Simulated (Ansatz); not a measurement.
# WS2: the cost of one run

Method: DFT LDA+U (U_eff = 4 eV on W d), plane waves, PAW, no spin–orbit coupling unless a run says so, in Ansatz 0.2.0.

5 further runs of the same task are left out: 5 that didn't finish. Runs told in other sessions of the task aren't counted.

## (1) The structure to begin with

Symmetry: C2/m, No. 12, monoclinic system. The conventional cell has a = 6.321 Å, b = 3.875 Å, c = 4.457 Å, α = 90.00°, β = 90.04°, γ = 90.00°. W (site symmetry 2/m) has 6 S at 2.36 to 2.61 Å in its first shell of neighbours. Around S (site symmetry m) lie 3 W at 2.36 to 2.61 Å.

Cell or atoms stand a little off a more symmetric structure (P-3m1 at a tolerance of 0.3 Å), so results at this geometry aren't those of that ideal crystal.

Coordinates:

```cif
data_structure
_symmetry_space_group_name_H-M 'P 1'
_symmetry_Int_Tables_number 1
_cell_length_a 3.7072
_cell_length_b 5.7956
_cell_length_c 8.9142
_cell_angle_alpha 39.766
_cell_angle_beta 90.034
_cell_angle_gamma 73.157
_cell_volume 109.17
loop_
_atom_site_label
_atom_site_type_symbol
_atom_site_fract_x
_atom_site_fract_y
_atom_site_fract_z
_atom_site_occupancy
W1 W 0.00000 0.00000 0.00000 1
S1 S 0.68790 0.68790 0.80050 1
S2 S 0.31210 0.31210 0.19950 1
W2 W 0.00000 0.00000 0.50000 1
S3 S 0.68790 0.68790 0.30050 1
S4 S 0.31210 0.31210 0.69950 1
```

## (2) Ferromagnetic start, free, symmetry kept, no search

Contents of input.yaml:

```yaml
crystal:
  lattice:
    - [3.16058449, -1.93750116, 0.0]
    - [3.15747286, 1.93750116, 4.45708691]
    - [-0.00622326, 0.0, 8.91417382]
  atoms:
    - { symbol: W, position: [0.0, 0.0, 0.0], spin: 2.0 }
    - { symbol: S, position: [0.6879, 0.6879, 0.8005] }
    - { symbol: S, position: [0.3121, 0.3121, 0.1995] }
    - { symbol: W, position: [0.0, 0.0, 0.5], spin: 2.0 }
    - { symbol: S, position: [0.6879, 0.6879, 0.3005] }
    - { symbol: S, position: [0.3121, 0.3121, 0.6995] }
basis:
  ecutwfc: 420
  ecutrho_ratio: 4
kpoints:
  mp_grid: { grid: [6, 6, 4] }
hamiltonian:
  xc: lda
  hubbard:
    sites: [{ site: 0, l: d, u_eff: 4.0 }, { site: 3, l: d, u_eff: 4.0 }]
scf:
  occupations: { method: gaussian, width: 0.05 }
  lower_state_search: "off"
  max_iter: 150
output:
  forces: true
  stress: true
  eigenvalues: true
  populations: true
  hubbard: { sites: [{ site: 0, l: d }, { site: 3, l: d }] }
magnetization:
  spin_polarized: true
```

Started as:

```bash
> ansatz run input.yaml --threads 4 --pin off --max-ram 6144MiB --backend cpu --events-out ev --progress --plain --runs-dir out
```

What time and memory should one allow on 4 threads of Arm Neoverse N1, shared host?

About 36 s, with a peak of 0.89 GiB.
